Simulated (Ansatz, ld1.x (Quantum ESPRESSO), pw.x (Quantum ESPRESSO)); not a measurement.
From atom to crystal: RRKJ potential for Mg

ld1.x (Quantum ESPRESSO) 7.5 input, shortened:

```
&input
   title='Mg', zed=12., rel=1, dft='PBE', iswitch=3,
   config='[Ne] 3s1.5 3p0 3d-2'
 /
 &inputp
   pseudotype=2, tm=.false., rho0=0.02, lloc=2,
   nlcc=.false.
 /
3
3S  1  0   1.50   0.00  2.10  2.10  0.0
3P  2  1   0.00   0.00  2.00  2.00  0.0
3D  3  2  -2.00   0.05  1.60  1.60  0.0
 &test
   configts(1)='3s1.5 3p0'
 /
```

Atomic tests: cutoffs needed: 10 Ry and 35 Ry (the cutoffs (Ry, on a coarse ladder) from which the occupation-weighted sum of valence levels, in a spherical-Bessel basis at the reference potential, stays within 10 and 1 mRy of its value at 400 Ry); ghost test: ghost state, extra bound levels that the all-electron valence spectrum of the same l lacks: s at -0.95 eV; a true bound ghost makes a file unfit for plane-wave use (spherical-Bessel basis up to 400 Ry, 20 bohr box); largest excitation error: +109 meV (all-electron minus pseudo) for 3s0 3p1, out of 5 test configurations.

Crystal test: fcc Mg in pw.x 7.5, no spin, 13³ k-points, Fermi–Dirac smearing 0.01 Ry, cutoffs 45/180 Ry. The reference is all-electron LAPW (Ansatz 0.2.0) with the same functional, mesh and smearing; V0 and B0 come from Birch–Murnaghan fits to the pressures at five volumes. Errors are pseudo minus all-electron; Δ is the rms difference of the E(V) curves that follow from these fits, minima aligned, over ±6 % about the mean V0. Mesh and smearing are coarse, so the numbers serve the comparison and aren't converged zero-temperature values; the lattice is a test structure that the element need not adopt.

```csv
V (Å³/atom),P all-electron (GPa),P pseudo (GPa)
22.038,1.91,2.09
22.618,0.86,1.04
23.198,-0.07,0.11
23.778,-0.88,-0.70
24.358,-1.60,-1.43
```

All-electron: a0 = 4.524 Å (V0 = 23.15 Å³/atom), B0 = 35.0 GPa.

Pseudopotential: mean pressure error (GPa): +0.18; a0 (Å): 4.532; a0 error (%): +0.17; B0 error (%): -1.9; Δ (meV/atom): 0.9. Note: ghost state, extra bound levels that the all-electron valence spectrum of the same l lacks: s at -0.95 eV. A true bound ghost makes a file unfit for plane-wave use. The logarithmic derivative shows an extra or strongly shifted pseudo pole above the reference energy (s near -0.09 Ry).

Task: At the middle volume, how do free energy and pressure move when the wave cutoff is lowered (ecutrho kept at four times it)?

Result:

| cutoff (Ry) | shift of F (meV/atom) | shift of P (GPa) |
| --- | --- | --- |
| 20 | +38.1 | -0.33 |
| 27 | +9.6 | -0.28 |
| 36 | +0.8 | -0.02 |

The run at the middle volume (84 k-points, 13 iterations) took about 7.5 s on one core of a shared host (AMD EPYC 7R43 64-Core Processor, 256 threads, 1004 GiB, load 64).
